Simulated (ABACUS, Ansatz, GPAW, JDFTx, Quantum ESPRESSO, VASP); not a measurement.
## One calculation of Si2Ni, 6 ways

```xyz
3
Lattice="0.0000 2.7030 2.7030 2.7030 0.0000 2.7030 2.7030 2.7030 0.0000" Properties=species:S:1:pos:R:3 pbc="T T T"
Ni    0.0000    0.0000    0.0000
Si    4.0545    4.0545    4.0545
Si    1.3515    1.3515    1.3515
```

Alike in all runs: task single point; functional PBEsol; k mesh 9 × 9 × 9; occupations fermi-dirac, width 0.05 eV; collinear spin, ferromagnetic start; no spin-orbit coupling. Pressure is positive in compression and, in plane waves, holds the error of the finite cutoff.

```tsv
program and potentials	plane-wave cutoff (eV)	notes	pressure (GPa)	net moment per atom (μB)
JDFTx, PseudoDojo-SR-PBEsol-0.4.1-standard with smoothed tails	1333	8.67 valence electrons an atom on average	-0.96	0.00
ABACUS, PseudoDojo NC SR 0.4.1 PBEsol standard, plane waves	1333	8.67 valence electrons an atom on average	-0.93	0.00
Ansatz, all-electron LAPW, scalar-relativistic	-	-	-0.92	0.00
GPAW, PAW data sets generated for this functional	600	8 valence electrons an atom on average; this data set often lies off other programs	0.36	0.00
Quantum ESPRESSO, GBRV 1.5 PBEsol	612	8.67 valence electrons an atom on average	?	?
VASP, PBE PAW files Ni, Si, 520 eV	520	potentials made for PBE; 6 valence electrons an atom on average	-0.77	0.00
```

Task: Estimate from the other rows what the run with Quantum ESPRESSO, GBRV 1.5 PBEsol gave.

Result: Pressure -0.81 GPa; net moment per atom 0.00 μB. The other rows, which needn't bracket it: pressure -0.96 to 0.36; net moment per atom 0.00.
